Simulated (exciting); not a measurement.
**Ge: single point with PBE**

**The experiment to reproduce.**

From “Temperature-dependent photoluminescence in Ge: experiment and theory”, 2020, arxiv:2003.00143, for a bulk crystal of Ge at 0 K: band gap 0.744 eV (indirect).

Crystal: Ge.

```
Ge
1.0
     0.00000    2.82891    2.82891
     2.82891    0.00000    2.82891
     2.82891    2.82891    0.00000
Ge
2
Direct
  0.75000 0.75000 0.75000
  0.50000 0.50000 0.50000
```

```yaml
Program: exciting (release sodium)
Task: single point
Functional: PBE
Potentials_or_basis: all-electron LAPW+lo, shipped species files, valence relativity iora*
rgkmax: 9
k_mesh: 8 × 8 × 8
Occupations: gaussian, width 0.011 eV
Spin: no spin polarisation
```

```yaml
Band_gap_on_the_k_mesh: 0.03 eV, direct
All_electrons_inside_the_program's_atomic_spheres: Ge 29.56 (radii Ge 2.0 bohr)
```

Levels at points of the mesh, in eV from the valence-band top:
```
           k point  band 12  band 13  band 14  band 15  band 16  band 17
(0.00, 0.00, 0.00)     0.00     0.00     0.00     0.03     2.55     2.55
(0.50, 0.00, 0.00)    -7.59    -1.40    -1.40     0.19     3.75     3.75
(0.50, 0.50, 0.00)    -8.89    -3.07    -3.07     0.76     0.76     9.51
```

Run time: 2.3 min on 1 thread of Intel(R) Xeon(R) Platinum 8488C (Sapphire Rapids), on a shared host, peak memory 0.15 GiB.

Measured gap of Ge: 0.744 eV (indirect; 0 K; “Temperature-dependent photoluminescence in Ge: experiment and theory”, 2020, arxiv:2003.00143). This calculation gives 0.03 eV (-0.71 eV). 3 values of this kind are on record (0.666 to 0.807 eV); this one was drawn at random among those near their median. Spin-orbit coupling on Ge is left out. The value is that of PBE on a finite k mesh, which can miss the band edges, without temperature or zero-point motion. Semilocal functionals fall short of measured gaps as a rule.
